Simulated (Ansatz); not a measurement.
# Ga3Sb: relaxation and properties

One table from this session's results is given with a row withheld; the runs are named, their logs left out.

Computed with Ansatz 0.2.0 (DFT PBE, scalar-relativistic, plane waves, PAW, unless a step's input says otherwise).

## The starting structure

It takes space group I4/mmm (No. 139, tetragonal). The conventional cell has a = 4.318 Å, b = 4.318 Å, c = 9.521 Å, α = 90.00°, β = 90.00°, γ = 90.00°. Ga (site symmetry -4m2) is surrounded by 8 Ga at 3.05 to 3.21 Å and 4 Sb at 3.21 Å. Around Ga (site symmetry 4/mmm) lie 4 Sb at 3.05 Å and 8 Ga at 3.21 Å. Around Sb (site symmetry 4/mmm) lie 12 Ga at 3.05 to 3.21 Å.

Coordinates:

```xyz
4
Lattice="-2.1588 2.1588 4.7605 2.1588 -2.1588 4.7605 2.1588 2.1588 -4.7605" Properties=species:S:1:pos:R:3 pbc="T T T"
Ga    0.0000    2.1588    2.3802
Ga    2.1588    0.0000    2.3802
Ga    0.0000    0.0000    4.7605
Sb    0.0000    0.0000    0.0000
```

Source of the structure: the Materials Project (structure only).

Set-up of the first run:

(A quick probe on a coarse mesh, which set the mesh and smearing, is not shown.)

Contents of input.yaml:

```yaml
crystal:
  lattice:
    - [-2.158799, 2.158799, 4.760484]
    - [2.158799, -2.158799, 4.760484]
    - [2.158799, 2.158799, -4.760484]
  atoms:
    - { symbol: Ga, position: [0.75, 0.25, 0.5] }
    - { symbol: Ga, position: [0.25, 0.75, 0.5] }
    - { symbol: Ga, position: [0.5, 0.5, 0.0] }
    - { symbol: Sb, position: [0.0, 0.0, 0.0] }
basis:
  ecutwfc: 420
kpoints:
  mp_grid: { grid: [14, 14, 14] }
hamiltonian:
  xc: pbe
scf:
  occupations: { method: gaussian, width: 0.1 }
output:
  forces: true
  stress: true
  eigenvalues: true
  write_density: true
  write_potential: true
  elf: true
  volumetric_format: npy
relax:
  adjacent_minimum: "off"
  f_tol: 0.005
  max_steps: 80
  cell: { stress_tol: 0.05 }
```

Command:

```sh
> ansatz run input.yaml --threads 1 --pin off --max-ram 2560MiB --backend cpu --events-out ev --progress --plain --runs-dir out
```

Among the steps run: Relaxing cell and atoms; Bands, states and charges; Volume × 0.97; Point at V/V0 = 1.03; Point at V/V0 = 0.94; The cell scaled to 1.06 of its volume.

One table of the session follows, with a row left open; its other results are not shown here.

It belongs to the step «Equation of state». 

```
volume (Å³/atom)  energy above the lowest point (meV/atom)  pressure (GPa)
          20.725                                      12.7            3.24
          21.387                                       3.0            1.48
          22.048                                       0.0            0.00
          22.710                                         ?               ?
          23.371                                      10.0           -2.27
```

Estimate the missing values for volume (Å³/atom) = 22.710.

Worked estimate for «energy above the lowest point (meV/atom)». A straight line through the neighbours (22.048, 0.0) and (23.371, 10.0) gives 0.0 + (10.0 − 0.0) × (22.710 − 22.048) / (23.371 − 22.048) = 5.0; a parabola fitted to 3 rows on both sides gives 2.3.

**Answer.** energy above the lowest point (meV/atom): 2.6; pressure (GPa): -1.24. In «energy above the lowest point (meV/atom)» the line misses by +2.4 and the parabola by -0.3.
